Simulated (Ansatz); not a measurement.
# Si2W: from a guess to a relaxed structure

The task: take a trial cell of Si2W to zero force and stress.

Method: DFT PBE, scalar-relativistic, plane waves, PAW, in Ansatz 0.2.0.

### Step 1. The system as given

Symmetry: Cmmm, No. 65, orthorhombic system. Conventional cell: a = 5.390 Å, b = 7.154 Å, c = 2.722 Å, α = 90.00°, β = 90.00°, γ = 90.00°. Si (site symmetry 2/m) is surrounded by 2 W at 2.24 Å. W (site symmetry mmm) is surrounded by 4 Si at 2.24 Å.

As a file:

```cif
data_structure
_symmetry_space_group_name_H-M 'P 1'
_symmetry_Int_Tables_number 1
_cell_length_a 4.4787
_cell_length_b 4.4787
_cell_length_c 2.7224
_cell_angle_alpha 90.000
_cell_angle_beta 90.000
_cell_angle_gamma 106.004
_cell_volume 52.49
loop_
_atom_site_label
_atom_site_type_symbol
_atom_site_fract_x
_atom_site_fract_y
_atom_site_fract_z
_atom_site_occupancy
Si1 Si 0.00000 0.50000 0.00000 1
Si2 Si 0.50000 0.00000 0.00000 1
W1 W 0.00000 0.00000 0.00000 1
```

The cell is invented: random cell by space group and Wyckoff sites (Cmmm, No. 65). The dimensions are guesses.

### Step 2. A first look at the guess

Contents of input.yaml:

```yaml
crystal:
  lattice:
    - [2.69522694, -3.57694233, 0.0]
    - [2.69522694, 3.57694233, 0.0]
    - [0.0, 0.0, 2.72238193]
  atoms:
    - { symbol: Si, position: [0.0, 0.5, 0.0] }
    - { symbol: Si, position: [0.5, 0.0, 0.0] }
    - { symbol: W, position: [0.0, 0.0, 0.0] }
basis:
  ecutwfc: 420
kpoints:
  mp_grid: { grid: [4, 4, 6] }
hamiltonian:
  xc: pbe
scf:
  occupations: { method: gaussian, width: 0.1 }
  lower_state_search: "off"
output:
  forces: true
  stress: true
  eigenvalues: true
```

Run with:

```console
$ ansatz run input.yaml --threads 1 --pin off --max-ram 2560MiB --backend cpu --events-out ev --progress --plain --runs-dir out
```

The session goes on with these runs: a loose first relaxation; relaxation on the finer mesh.

What does the calculation give? Wanted: conventional cell; volume; energy over the elements; gap on the mesh.

The runs gave:

| quantity | value |
| --- | --- |
| symmetry at the end (tolerance 0.05 Å) | space group Cmmm (No. 65) |
| conventional cell | a = 5.502 Å, b = 8.082 Å, c = 2.677 Å, α = 90.00°, β = 90.00°, γ = 90.00° |
| volume | 19.84 Å³/atom |
| energy over the elements | +0.78 eV/atom |
| gap on the mesh | none (metal) |

What this shows: The space group Cmmm (No. 65) is kept, and the volume per atom grows by 13.4 % from the first guess. With a positive formation energy it can't be a ground state. No finished test with a distortion of lower symmetry is shown, so the end may be a saddle point. Spin-orbit coupling is left out for W.
